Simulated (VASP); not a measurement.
Wanted: the native input for a VASP 6.6.1 run.

```yaml
Task: relaxation of cell and atoms
Functional: PBE
Potentials_or_basis: VASP PAW PBE potentials, release 54 (Zn, S)
Cutoff: 600 eV
k_mesh: 9 × 9 × 9
Occupations: fermi-dirac, width 0.05 eV
Spin: no spin polarisation
Further_INCAR_settings: ALGO = Normal; EDIFF = 1e-07; IBRION = 2; EDIFFG = -0.005; NSW = 60; ISIF = 3
```

The structure of ZnS lies in POSCAR:

```
ZnS
1.0
    0.0000000000      2.7020000000      2.7020000000
    2.7020000000      0.0000000000      2.7020000000
    2.7020000000      2.7020000000      0.0000000000
Zn S
1 1
Direct
    0.7500000000      0.7500000000      0.7500000000
    0.0000000000      0.0000000000      0.0000000000
```

The input as run:

INCAR

```
SYSTEM = ZnS
ALGO = Normal
EDIFF = 1E-7
EDIFFG = -0.005
ENCUT = 600
GGA = PE
IBRION = 2
ISIF = 3
ISMEAR = -1
LASPH = .True.
LCHARG = .False.
LREAL = .False.
LWAVE = .False.
NELM = 80
NSW = 60
PREC = Accurate
SIGMA = 0.05
```

KPOINTS

```
k-points
0
Gamma
  9 9 9
  0 0 0
```

Potentials or basis: VASP PAW PBE potentials, release 54 (Zn, S).

Launch:

```console
$ cat potpaw_PBE.54/Zn/POTCAR potpaw_PBE.54/S/POTCAR > POTCAR
$ mpirun -np 1 vasp_std > vasp.out
```

Results of the run:

- Relaxed volume: 20.20 Å³/atom
- Relaxed cell: a = 3.852 Å, b = 3.852 Å, c = 3.852 Å, α = 60.00°, β = 60.00°, γ = 60.00°
- Space group after relaxing (to 0.05 Å): F-43m (No. 216)
- Energy gained by relaxing: 2.6 meV/atom
- Ionic steps: 3
- Pressure after relaxing: 0.0 GPa
- Band gap on the k mesh: 2.01 eV, direct

Wall time 40 s on 1 thread of Intel(R) Xeon(R) Platinum 8375C CPU @ 2.90GHz (Ice Lake) (shared host), peak memory 0.19 GiB.
